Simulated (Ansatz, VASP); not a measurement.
# AlN in VASP and in Ansatz

File INCAR:

```
PREC = Accurate
ENCUT = 520
EDIFF = 1E-8
ISMEAR = -1
SIGMA = 0.02
LREAL = False
LASPH = True
NELM = 100
ALGO = Normal
ISIF = 2
LWAVE = False
LCHARG = False
GGA = PE
LEFG = True
NBANDS = 16
```

KPOINTS

```
regular mesh
0
Gamma
  11 11 6
```

File POSCAR:

```
AlN
1.0
    3.1110021516      0.0000000000      0.0000000000
   -1.5555010758      2.6942068945      0.0000000000
    0.0000000000      0.0000000000      4.9282200000
Al N
2 2
Direct
    0.3333333333      0.6666666667      0.0000000000
    0.6666666667      0.3333333333      0.5000000000
    0.3333333333      0.6666666667      0.3850000000
    0.6666666667      0.3333333333      0.8850000000
```

Input for Ansatz:

```yaml
crystal:
  lattice:
    - [3.1110021516, 0.0, 0.0]
    - [-1.5555010758, 2.6942068945, 0.0]
    - [0.0, 0.0, 4.92822]
  atoms:
    - { symbol: Al, position: [0.3333333333, 0.6666666667, 0.0] }
    - { symbol: Al, position: [0.6666666667, 0.3333333333, 0.5] }
    - { symbol: "N", position: [0.3333333333, 0.6666666667, 0.385] }
    - { symbol: "N", position: [0.6666666667, 0.3333333333, 0.885] }
kpoints:
  mp_grid: { grid: [11, 11, 6] }
scf:
  occupations: { method: fermi_dirac, width: 0.02 }
hamiltonian:
  xc: pbe
  pseudopotentials: { kind: all_electron, datasets: crystal }
output:
  forces: true
  stress: true
  eigenvalues: true
  efg: { contact_densities: true }
```

Change from the starting cell: zz strain of -1 %, crystal datasets.

Alike in both runs: task electric field gradients; functional PBE; k mesh 11 × 11 × 6; occupations fermi-dirac, width 0.02 eV; no spin polarisation.

```csv
,VASP,Ansatz
version,VASP 6.6.1,Ansatz 0.2.0
potentials or method,"VASP PAW PBE potentials, release 64 (Al, N)","all-electron PAW with datasets made for the crystal, scalar-relativistic"
plane-wave cutoff (eV),520,see its input
```

Ansatz gave:

- gap on the k mesh at the Fermi level (eV): 4.22
- pressure (GPa): 5.9
- largest component of the traceless stress (GPa): 1.29
- rms of the force components (eV/Å): 0.033
- Vzz of the field gradient on the site that differs most (V/Å²): -1.4

Problem. What did VASP give for the same quantities?

Solution. gap on the k mesh at the Fermi level (eV): 4.23; pressure (GPa): 5.8; largest component of the traceless stress (GPa): 1.34; rms of the force components (eV/Å): 0.033; Vzz of the field gradient on the site that differs most (V/Å²): -1.3.

Atom by atom the forces differ by 0.000 eV/Å (rms over components). Ansatz ran all-electron here, so the differences hold the error of VASP's frozen core and of both bases.

Caveats: an odd mesh through Γ misses points on the zone boundary, where band edges often lie.
